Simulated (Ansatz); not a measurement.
C: strain and displacement

```yaml
crystal:
  lattice:
    - [0.00000, 1.78037, 1.78037]
    - [1.78037, 0.00000, 1.78037]
    - [1.78037, 1.78037, 0.00000]
  atoms:
    - { symbol: C, position: [0.00000, 0.00000, 0.00000] }
    - { symbol: C, position: [0.25000, 0.25000, 0.25000] }
```

Atom numbers follow the list: C1, C2.

The cell is the one relaxed in the Materials Project (mp-66), not relaxed further here; entries there can be hypothetical.

The calculation used DFT, r2SCAN, all-electron PAW with datasets made for the crystal, scalar-relativistic (Ansatz 0.2.0).

Settings: a Γ-centred 14×14×14 k mesh, Fermi–Dirac smearing of 0.03 eV, cutoff 540 eV (chosen by the program for this cell), no spin polarisation.

The unchanged cell is at -0.37 GPa.

Semilocal functionals give too small gaps.

x, y and z are the Cartesian axes of the cell as listed; fractional coordinates follow a strain, and an engineering shear is twice the off-diagonal strain component.

Vzz stands for the principal value of largest size of the field-gradient tensor, whatever its axis.

Question: One change gave: energy change +6 meV/atom; stress change (xx, yy, zz, yz, xz, xy) -7.31, -7.31, 14.67, 0.00, 0.00, 0.00 GPa, compression positive; Vzz in 10²¹ V/m²: C1 0 → -0.10 (η = 0.00); gap on the k mesh 4.36 → 3.75 eV. Which change was it?
A. atom 2 (C) moved by (0.0212, 0.0212, 0.0000) Å
B. equal xy, yz and zx engineering shear strains of +1.5 %
C. z strained by -1.5 % at fixed volume

Answer: C. For equal xy, yz and zx engineering shear strains of +1.5 %: energy change +7 meV/atom; stress change (xx, yy, zz, yz, xz, xy) 0.36, 0.36, 0.36, -8.69, -8.69, -8.69 GPa, compression positive; change of the force on C1 (0.015, 0.015, 0.015) eV/Å; Vzz in 10²¹ V/m²: C1 0 → 0.32 (η = 0.00); gap on the k mesh 4.36 → 4.33 eV. For atom 2 (C) moved by (0.0212, 0.0212, 0.0000) Å: energy change +9 meV/atom; stress change (xx, yy, zz, yz, xz, xy) 0.28, 0.28, 0.39, -0.65, -0.65, 0.31 GPa, compression positive; change of the force on C2 (-0.819, -0.819, 0.055) eV/Å; Vzz in 10²¹ V/m²: C1 0 → -0.13 (η = 0.93); gap on the k mesh 4.36 → 3.85 eV.

Question: What force constant does this one finite step give for C2 along its displacement (all its periodic images move with it)?

Answer: k = −ΔF·u/|u|² = 38.61 eV/Å², so the force pulls the atom back.
